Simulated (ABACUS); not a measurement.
Runs of ABACUS 3.10.1 on BN. The structure is hexagonal, space group P6_3/mmc (No. 194). The conventional cell has a = 2.498 Å, b = 2.498 Å, c = 6.636 Å, α = 90.00°, β = 90.00°, γ = 120.00°. N (site symmetry -6m2) is surrounded by 3 B at 1.44 Å. Around B (site symmetry -6m2) lie 3 N at 1.44 Å. 

```csv
task,level,potentials or basis,k mesh,cutoff (eV),path,points for each segment of the path,SCF threshold on the density,eigensolver,symmetry key,mesh quality,gap on the mesh (eV),pressure (GPa),V0 of scaled cells (Å³/atom),B0 (GPa)
single point,PBE,"SG15 ONCV 1.2 PBE, DZP LCAO (the cutoffs set its grid)",11 × 11 × 4,1361,-,-,1e-07,scalapack_gvx,1,not flagged,(b),5.9,-,-
equation of state,r2SCAN,"SG15 ONCV 1.2 PBE, plane waves",8 × 8 × 3,1320,-,-,1e-08,dav,1,coarse,-,-,(a),232
equation of state,PBE,"SG15 ONCV 1.2 PBE, DZP LCAO (the cutoffs set its grid)",11 × 11 × 4,1361,-,-,1e-07,genelpa,1,not flagged,-,-,9.19,234
single point,r2SCAN,"SG15 ONCV 1.2 PBE, plane waves",8 × 8 × 3,1320,-,-,1e-08,dav,1,not flagged,4.91,-0.3,-,-
```

Alike in all rows: no spin polarisation; cell as given; smearing fermi-dirac 0.05 eV.

Q: Estimate the missing entries.

A: (a) 8.95; (b) 4.32.

Caveats: some runs use coarse meshes; the atomic orbitals were generated for these runs and aren't a published set (some runs); an odd mesh through Γ misses points on the zone boundary, where band edges often lie (some runs); this functional lacks dispersion, which binds the layers, so the pressure and a relaxed spacing across them are unreliable (some runs); the basis of atomic orbitals isn't converged, which shifts pressures, moduli and gaps (some runs); the cell was scaled at fixed shape and fractional positions, which overstates the stiffness of a crystal with free parameters, most of all of layers and chains (some runs); the potentials were made for another functional, which shifts forces and pressure (some runs).
